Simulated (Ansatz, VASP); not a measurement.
SnSe2 in VASP and in Ansatz

```
Sn Se
1.0
     3.81587    0.00000    0.00000
    -1.90794    3.30464    0.00000
     0.00000    0.00000    6.12133
Sn Se
1 2
Direct
  0.00000 0.00000 0.00000
  0.33333 0.66667 0.25923
  0.66667 0.33333 0.74077
```

Alike in both runs: task single point; functional PBEsol; k mesh 10 × 10 × 6; occupations gaussian, width 0.05 eV; no spin polarisation.

```csv
,VASP,Ansatz
version,VASP 6.6.1,Ansatz 0.2.0
potentials or method,"VASP PAW PBE potentials, release 64 (Sn_d, Se)","scalar-relativistic, plane waves, PAW"
plane-wave cutoff (eV),520,420
valence electrons in the cell,26,46
```

Ansatz gave:

- gap on the k mesh at the Fermi level (eV): 0.50
- least direct gap on the mesh (eV): 0.97
- pressure (GPa): 0.1
- rms of the force components (eV/Å): 0.001

Which values does VASP return?

gap on the k mesh at the Fermi level (eV): 0.49; least direct gap on the mesh (eV): 0.96; pressure (GPa): 0.2; rms of the force components (eV/Å): 0.008.

Atom by atom the forces differ by 0.009 eV/Å (rms over components). The two sets of potentials don't hold the same shells in valence.

Caveats: the PAW data sets were made with another functional, which shifts forces and pressure a little (VASP); spin-orbit coupling is left out, which moves the levels of the heavy elements; this functional lacks dispersion, which binds the layers, so the pressure and a relaxed spacing across them are unreliable.
